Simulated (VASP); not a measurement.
Set up this calculation in VASP 6.6.1, as the native input.

- Task: relaxation of the atoms
- Functional: r2SCAN
- Potentials or basis: VASP PAW PBE potentials, release 64 (K_sv, F)
- Cutoff: 600 eV
- k mesh: 10 × 10 × 10
- Occupations: gaussian, width 0.03 eV
- Spin: no spin polarisation
- Further INCAR settings: ALGO = Normal; EDIFF = 1e-07; IBRION = 2; EDIFFG = -0.01; NSW = 40

The structure of KF (Carobbiite) lies in POSCAR:

```
KF                                      
1.0
    0.0000000000      2.6394172087      2.6394172087
    2.6394172087      0.0000000000      2.6394172087
    2.6394172087      2.6394172087      0.0000000000
  K               F             
     1     1
Direct
     0.0000000000000000    0.0000000000000000    0.0000000000000000
     0.5000000000000000    0.5000000000000000    0.5000000000000000
```

The cell isn't the ideal one: a relaxed cell with its volume scaled by 0.98.

One way to write it, as run:

INCAR

```
ALGO = Normal
EDIFF = 1E-7
EDIFFG = -0.01
ENCUT = 600
IBRION = 2
ISIF = 2
ISMEAR = 0
LASPH = T
LCHARG = F
LMIXTAU = T
LREAL = F
LWAVE = F
METAGGA = R2SCAN
NELM = 80
NSW = 40
PREC = Accurate
SIGMA = 0.03
```

KPOINTS

```
k-points
0
Gamma
  10 10 10
```

Potentials or basis: VASP PAW PBE potentials, release 64 (K_sv, F).

Launch:

```console
$ cat potpaw_PBE.64/K_sv/POTCAR potpaw_PBE.64/F/POTCAR > POTCAR
$ mpirun -np 1 vasp_std > vasp.out
```

Results of the run:

```json
{"Pressure after relaxing": "0.8 GPa", "Band gap on the k mesh": "7.03 eV, direct"}
```

Caveat: the relaxation stopped at its first step, so nothing moved; the PAW data sets were made with another functional, which shifts forces and pressure a little.

It took 80 s on 1 thread of Intel(R) Xeon(R) 6975P-C (Granite Rapids), with other jobs on the host, peak memory 0.18 GiB.
